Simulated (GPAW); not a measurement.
The system is MgS (Niningerite).

```
CELL_PARAMETERS angstrom
0.00000 2.60165 2.60165
2.60165 0.00000 2.60165
2.60165 2.60165 0.00000
ATOMIC_POSITIONS crystal
S 0.50000 0.50000 0.50000
Mg 0.00000 0.00000 0.00000
```

Base run:

* Program: GPAW 26.7.0
* Functional: PBE0
* Potentials or basis: GPAW PAW data sets (gpaw-data 1.2.1)
* Cutoff: 600 eV
* Basis: pw
* k mesh: 6 × 6 × 6
* Occupations: fermi-dirac, width 0.05 eV
* Spin: no spin polarisation

Its results: band gap on the k mesh 4.53 eV, indirect (least direct gap 5.53 eV).

Question: The run is repeated on the same cell with these changes: functional from PBE0 to HSE06; k mesh from 6 × 6 × 6 to 3 × 3 × 3. What comes out?

Answer: Band gap on the k mesh 4.91 eV, direct.

Several settings changed at once, so the effect can't be laid on one alone.

Caveats: some runs use coarse meshes; exact exchange converges slowly with the k mesh, and this mesh is small (some runs); an odd mesh through Γ misses points on the zone boundary, where band edges often lie (some runs).
